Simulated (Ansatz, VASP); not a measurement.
# NaCl (Halite) in two plane-wave programs, part 2 of 2

Wanted: the spread between two codes on one cell, functional and k mesh. The cell is taken from a series of VASP runs on this material, whose earlier steps may have relaxed, scaled or displaced it; both programs get it as it stands.

VASP 6.6.1 and Ansatz 0.2.0.

So far. Step 2 (VASP: band structure, HSE06): The k-mesh is coarse for exact exchange; levels may shift by about 0.1 eV on a finer one.

## Step 3: Ansatz: band structure, HSE06

Level of this step: Ansatz beside VASP: Kohn-Sham DFT, plane waves, HSE06 (Ansatz).

Ansatz runs on its default PAW (the set named soft_2) files.

The same cell, functional, mesh and smearing now go to Ansatz, which takes its cutoff from its data sets.

File input.yaml:

```yaml
crystal:
  lattice:
    - [0.0, 2.82028, 2.82028]
    - [2.82028, 0.0, 2.82028]
    - [2.82028, 2.82028, 0.0]
  atoms:
    - { symbol: Cl, position: [0.5, 0.5, 0.5] }
    - { symbol: Na, position: [0.0, 0.0, 0.0] }
hamiltonian:
  xc: { exchange: pbe, correlation: pbe, exx: { coeff: 0.25, omega: 0.2 } }
  pseudopotentials: { kind: paw }
kpoints:
  mp_grid: { grid: [5, 5, 5] }
  band_path:
    path:
      - [0.0, 0.0, 0.0]
      - [0.5, 0.0, 0.5]
      - [0.5, 0.22222, 0.72222]
      - [0.40278, 0.34722, 0.75]
      - [0.125, 0.125, 0.25]
      - [0.27778, 0.27778, 0.27778]
      - [0.55556, 0.38889, 0.55556]
      - [0.58333, 0.25, 0.66667]
      - [0.5, 0.30556, 0.69444]
      - [0.48611, 0.48611, 0.52778]
      - [0.625, 0.25, 0.625]
      - [0.5, 0.0, 0.5]
    npoints: 1
scf:
  occupations: { method: gaussian, width: 0.03 }
  n_extra_bands: 7
output:
  forces: true
  stress: true
  eigenvalues: true
  write_density: true
  write_potential: true
  elf: true
  volumetric_format: npy
```

Launch:

```console
$ ansatz run input.yaml --threads 4 --pin off --max-ram 9216MiB --backend cpu --events-out ev --progress --plain --runs-dir out
```

Numbers of over 12 decimals in the logs are rounded to 6 here.

Log:

```text
Warning: output.stress: scf.convergence.dr2_threshold = 1e-7 eV (the SCF's general default) is looser than the 2e-10 eV advised for a printed stress (1e-10 eV for each atom of the cell: 2). What an SCF threshold leaves in a stress goes as its square root, and in the free energy as the threshold itself, and one threshold admits the most on a small cell: [figures from the program's tests cut] Set scf.convergence.dr2_threshold to 2e-10 eV or tighter. The threshold is an SCF's pass mark: one that does not reach it within its budget of iterations ends unconverged, or closes short of it on a stop that the run arms, and scf.convergence.dr2_threshold's page says what that costs each kind of run
Warning: output.stress: scf.exx.energy_threshold = 1e-6 eV is looser than the 2e-8 eV advised for a stress under a hybrid functional (1e-8 eV for each atom of the cell: 2). Every SCF of the exchange loop can meet its threshold on dr2 while the loop round them stops early: no threshold on dr2 bounds what that leaves in the stress. Set scf.exx.energy_threshold to 2e-8 eV or tighter. The threshold is the loop's pass mark: a loop that does not reach it within its budget of cycles ends unconverged, and scf.exx.energy_threshold's page has the law
scf.n_extra_bands = 7 over 8 filled bands (N_el = 16.0): the run solves 15 bands
Engine: ansatz 0.2.0, aarch64-unknown-linux-gnu
Pseudopotentials: kind: paw
Pseudopotential: Cl, paw, valence charge 7, recommended cutoff 420 eV (normal), Cl.paw.azcp
Pseudopotential: Na, paw, valence charge 9, recommended cutoff 420 eV (normal), Na.paw.azcp
Functional definition: unnamed
  parameter a_1 = 0.25
  parameter omega_1 = 0.2/angstrom
  exchange = pbe_x + (-a_1)*pbe_x_sr(omega_1) + a_1*exact_x_sr(omega_1)
  correlation = pbe_c
Crystal: 2 atoms, lattice volume = 44.865 Å³
Basis set: ecut = 420 eV, 893 PW (Γ), exchange–correlation on 54×54×54 points (8 copies of the dense FFT grid, shifted against one another)
Bands: 15, of which v1, the nominal top of the filled ones, is band 8 counted from 1 (7 counted from 0)
Symmetry: 48 space group operations
Space group: Fm-3m (ITA 225), of the structure as read, at distance tolerance 3.6e-5 Å
k-points: 10 of 125
Non-local potential: Cl, projectors of the file, l = 0: 2, l = 1: 2, l = 2: 2
Non-local potential: Na, projectors of the file, l = 0: 3, l = 1: 2, l = 2: 1
PAW form: soft (Blöchl's): semilocal exchange-correlation on the pseudo side does not see the compensation charge
PAW frozen core: Cl, regenerated for the run's functional, and the local potential with it (the file was generated under x = pbe(κ = 0.804, μ = 0.219515), c = pbe(β = 0.066725))
PAW frozen core: Na, regenerated for the run's functional, and the local potential with it (the file was generated under x = pbe(κ = 0.804, μ = 0.219515), c = pbe(β = 0.066725))
PAW one-centre angular grid: Cl, 110 points (default); XC on 64 Gauss nodes
PAW one-centre angular grid: Na, 110 points (default); XC on 96 Gauss nodes
Initial density: superposition of atomic densities (neutral atoms: chi_scale 0, normalization atom), corrected by the library's trained network
Initial wavefunctions: pseudopotential atomic-orbital guess
Functional: x = pbe(κ = 0.804, μ = 0.219515), c = pbe(β = 0.066725), warm-up for x = pbe(κ = 0.804, μ = 0.219515) + 0.25 (exact − pbe) at short range (hse, ω = 0.2 Å⁻¹), c = pbe(β = 0.066725)
SCF iter   1: F=—  HF=-2569.550373 eV  |F-HF|=—  |Δ(HF+E_count)|=         —  Δρ=5.89e-4  dr2=2.02e-4  ethr=1.77e-3  ⟨swp⟩=2.0  Hψ=1061  notcnv=0
preconditioner: auto → none  [insulator: Δε(μ)=5.095 eV  Ē_g=23.187 eV  σ=0.030 eV  W_gap=1.00  n_scr=14 (ndim 8)  ℏωp=20.7 eV  f_vac=0.033  D(μ)=0.00/eV (n_scr^D=0)]
iter 2 solved again at ethr=1.17e-8 eV; its pass at ethr=1.26e-6 eV (dr2=1.87e-6 eV) is discarded
SCF iter   2: F=-2569.550271 eV  HF=-2569.550274 eV  |F-HF|=3.36e-6  |Δ(HF+E_count)|=   9.84e-5  Δρ=8.15e-5  dr2=1.86e-6  ethr=1.17e-8  ⟨swp⟩=2.7  Hψ=542  notcnv=0  defer=1
SCF 1 stopped early in 2 iterations: F = -2569.550271 eV  dr2 = 1.86e-6
  greatest PAW one-centre occupation: 0.999 electrons in one spin orbital (limit 2), on the Na atom at site 1 (counted from 0), in its partial waves of l = 0
Initial density: handed on by an earlier stage of this run
Initial wavefunctions: those handed on with the density
Functional: x = pbe(κ = 0.804, μ = 0.219515) + 0.25 (exact − pbe) at short range (hse, ω = 0.2 Å⁻¹), c = pbe(β = 0.066725)
Exchange kernel: α = 0.2500, screened, ω = 0.2000 Å⁻¹, Wigner–Seitz truncation, v(0) = 1126.1855 eV·Å³, q-mesh 5×5×5, nearest image of the exchange supercell L = 19.94 Å, pair-density grid 15×15×15, without the augmentation charges, whose exchange is taken in its separable form by FFT convolution over the k-point mesh (sized by the pseudopotential files, 24×24×24 at the most), smooth part of the exact exchange by density-matrix convolution
Frozen-core exchange: fock
SCF iter   1: F=—  HF=-2570.503241 eV  |F-HF|=—  |Δ(HF+E_count)|=         —  Δρ=4.87e-3  dr2=5.75e-3  ethr=1.16e-7  ⟨swp⟩=8.7  Hψ=793  notcnv=0
preconditioner: auto → none  [insulator: Δε(μ)=6.471 eV  Ē_g=17.805 eV  σ=0.030 eV  W_gap=1.00  n_scr=14 (ndim 8)  ℏωp=15.7 eV  f_vac=0.032  D(μ)=0.00/eV (n_scr^D=0)]
SCF iter   2: F=—  HF=-2570.500283 eV  |F-HF|=—  |Δ(HF+E_count)|=   2.96e-3  Δρ=1.37e-3  dr2=6.67e-4  ethr=1.16e-7  ⟨swp⟩=4.0  Hψ=390  notcnv=0
SCF iter   3: F=—  HF=-2570.501952 eV  |F-HF|=—  |Δ(HF+E_count)|=   1.67e-3  Δρ=6.82e-4  dr2=1.33e-4  ethr=1.16e-7  ⟨swp⟩=4.1  Hψ=368  notcnv=0
SCF iter   4: F=—  HF=-2570.501914 eV  |F-HF|=—  |Δ(HF+E_count)|=   3.83e-5  Δρ=1.32e-4  dr2=5.84e-6  ethr=1.16e-7  ⟨swp⟩=3.0  Hψ=316  notcnv=0
SCF iter   5: F=-2570.501915 eV  HF=-2570.501914 eV  |F-HF|=1.19e-6  |Δ(HF+E_count)|=   4.08e-7  Δρ=1.14e-5  dr2=7.60e-7  ethr=3.22e-8  ⟨swp⟩=2.0  Hψ=269  notcnv=0
SCF 2 stopped early in 5 iterations: F = -2570.501915 eV  dr2 = 7.60e-7
hybrid outer 1: dexx = +1.791e-3 eV, tail = 7.55e-6 eV
Exchange kernel: α = 0.2500, screened, ω = 0.2000 Å⁻¹, Wigner–Seitz truncation, v(0) = 1126.1855 eV·Å³, q-mesh 5×5×5, nearest image of the exchange supercell L = 19.94 Å, pair-density grid 15×15×15, without the augmentation charges, whose exchange is taken in its separable form by FFT convolution over the k-point mesh (sized by the pseudopotential files, 24×24×24 at the most), smooth part of the exact exchange by density-matrix convolution
Frozen-core exchange: fock
SCF iter   1: F=—  HF=-2570.501863 eV  |F-HF|=—  |Δ(HF+E_count)|=         —  Δρ=4.06e-5  dr2=3.97e-7  ethr=2.36e-7  ⟨swp⟩=5.4  Hψ=411  notcnv=0
preconditioner: auto → none  [insulator: Δε(μ)=6.503 eV  Ē_g=17.809 eV  σ=0.030 eV  W_gap=1.00  n_scr=14 (ndim 8)  ℏωp=15.7 eV  f_vac=0.036  D(μ)=0.00/eV (n_scr^D=0)]
SCF iter   2: F=-2570.501863 eV  HF=-2570.501863 eV  |F-HF|=7.43e-9  |Δ(HF+E_count)|=   1.80e-7  Δρ=4.75e-6  dr2=8.29e-9  ethr=2.23e-9  ⟨swp⟩=3.0  Hψ=294  notcnv=0
SCF 3 converged in 2 iterations: F = -2570.501863 eV  dr2 = 8.29e-9
  Residual-converged pass: ⟨swp⟩=3.0  Hψ=293  notcnv=0  max |occ|·‖R‖ = 2.3e-6 eV (tolerance 2.4e-6 eV)  dr2=8.35e-9  dr2_onsite=1.57e-9  max |Δocc| = 0.0e0
hybrid outer 2: dexx = +5.631e-8 eV, tail = 2.11e-8 eV, Δε = 2.58e-3 eV (about 2.05e-4 eV left of the loop's levels)
NSCF: frozen V_eff on 12 k-points
hybrid SCF converged: 2 outer / 7 inner (+2 warm-up), last move |dexx| = 5.63e-8 eV, tail = 2.11e-8 eV
Stability not checked: this state was not tested for a lower state beside it, because the functional holds exact exchange (a hybrid, or Hartree-Fock), whose exchange loop this test does not read (fock_operator; see scf.lower_state_search)
Free energy (F): -2570.501863 eV
Frozen-core exchange: fock
Harris-Foulkes:  -2570.501863 eV  (|F-HF|=7.43e-9)
Internal energy: -2570.501863 eV  (E = F + TS)
E sigma→0 (E₀):  -2570.501863 eV
Fermi energy:    3.348685 eV
--- Per-component energies (eV) ---
  E_band       = -272.886347
  E_kinetic    = 283.383495
  E_local      = -1531.695484  (includes V_loc(G=0)·N_el)
  E_nonlocal   = 143.619593
  E_hartree    = 540.928750
  E_xc         = -118.047855
  E_vxc        = -138.133503  (∫ρ·V_xc dr)
  E_exx        = -58.672614  (= α·E_x^exact, valence–valence)
  E_paw        = -893.811991  (= ΣΔE_a)
  E_vpaw       = 5.427843  (= ΣTr[D̂ρ^β])
  E_aug_tail   = 0.000073  (compensation charges beyond the density's cutoff)
  E_ewald      = -936.060707
  E_core_change = -0.145122  (= ΣΔE_core)
  E_smearing   = -0.000000  (= −TS)
  E_closure    = -0.000001  (closes the sum)
  Σ components = -2570.501863   (vs F -2570.501863, Δ=0.00e0)
--- Forces (eV/Å), atoms counted from 1 ---
  atom   1  Cl     0.00000000    -0.00000000    -0.00000000
  atom   2  Na     0.00000000    -0.00000000    -0.00000000
  max |Σ_I F_I| component: 2.12e-29 eV/Å
--- Stress (GPa, compression-positive) ---
        0.172924       0.000000      -0.000000
        0.000000       0.172924       0.000000
       -0.000000       0.000000       0.172924
  P = ⅓ Tr σ = 0.1729 GPa (1.729 kbar)
--- Band table (eV; the first three rows and the last of 10) ---
  k-point 0: bands = [... 4 lower, -13.7488, 0.0970, 0.0970, 0.0970, 6.6003, 12.6731, 12.6731, 12.6731, ... 3 higher]
  k-point 1: bands = [... 4 lower, -13.6288, -0.7300, -0.0050, -0.0050, 7.7034, 11.6986, 13.0129, 13.0129, ... 3 higher]
  k-point 2: bands = [... 4 lower, -13.4244, -1.7833, -0.1618, -0.1618, 8.6954, 12.0477, 12.6568, 12.6568, ... 3 higher]
  k-point 9: bands = [... 4 lower, -13.3381, -1.4171, -0.9224, -0.5215, 10.4204, 10.7894, 11.2100, 13.7753, ... 3 higher]
```

It took 19 s on 4 threads of Arm Neoverse V1, shared host; peak memory 0.67 GiB.

Reading the cycles: dr2 is the Hartree energy of the density residual (eV), the measure of convergence; HF is the Harris–Foulkes estimate of the energy, which meets the free energy F at convergence.

## Step 4: Differences

Known differences besides the potentials themselves: exact exchange at q = 0 is treated differently, which shows on coarse meshes; VASP keeps PBE cores, Ansatz makes them for the functional; the data sets hold 16 valence electrons in Ansatz (default PAW (the set named soft_2) files) and 14 in VASP; the cutoff is 420 eV in Ansatz and 350 eV in VASP; VASP takes a coarser grid for exact exchange (PRECFOCK = Fast). Total energies have different zeros and are not compared.

The two programs side by side:

```
                     quantity  Ansatz   VASP  difference
gap over the path points (eV)   6.503  6.491      +0.012
```

Levels at points of the path, from each program's valence-band top (eV; 3 filled, then empty):

```
k (reciprocal lattice)                               Ansatz                                 VASP
     0.000 0.000 0.000      0.00 0.00 0.00 6.50 12.58 12.58      0.00 0.00 0.00 6.49 12.64 12.64
     0.500 0.000 0.500    -1.78 -0.64 -0.64 9.01 9.41 12.91    -1.78 -0.64 -0.64 9.01 9.43 12.91
     0.500 0.222 0.722  -1.36 -1.17 -0.79 10.29 10.84 11.44  -1.36 -1.17 -0.79 10.30 10.86 11.46
     0.403 0.347 0.750   -1.49 -1.18 -0.56 9.76 10.52 12.01   -1.49 -1.18 -0.56 9.76 10.53 12.02
     0.125 0.125 0.250   -0.78 -0.23 -0.07 7.70 11.48 12.85   -0.78 -0.23 -0.07 7.68 11.51 12.90
     0.278 0.278 0.278   -1.31 -0.17 -0.17 8.19 11.46 12.84   -1.31 -0.17 -0.17 8.18 11.48 12.90
     0.556 0.389 0.556   -1.86 -0.65 -0.36 9.33 11.44 12.00   -1.87 -0.65 -0.36 9.33 11.45 12.02
     0.583 0.250 0.667   -1.48 -1.18 -0.59 9.85 10.54 11.94   -1.48 -1.18 -0.59 9.85 10.55 11.95
     0.500 0.306 0.694  -1.43 -1.17 -0.66 10.51 10.72 11.28  -1.43 -1.17 -0.67 10.51 10.73 11.30
     0.486 0.486 0.528   -2.03 -0.31 -0.29 8.69 12.21 12.42   -2.03 -0.31 -0.29 8.69 12.20 12.47
```

Among the levels compared at these points, filled levels agree within 3 meV and empty ones within 66 meV.

## Step 5: Summary of results

| Property | Result |
| --- | --- |
| difference in gap over the path points (band structure, HSE06) | 0.012 eV |

**Reading.** The difference in gap over the path points is 0.012 eV (band structure, HSE06), within the 0.08 eV picked in this series as the mark of a large difference. How closely two codes agree says nothing of how well the functional describes the real material.

[Lines on the potential files, build, host, timing and source positions are cut from VASP's logs without a mark.]

[Logs are printed without paths, hosts, clocks, repeated set-up lines and the standing remarks that a program may print on its own settings, such as how far it seeks lower states.]

[Hosts, paths, dates, database ids (printed as entryN), source tags and the programs' standing remarks are cut or masked in the printed files.]
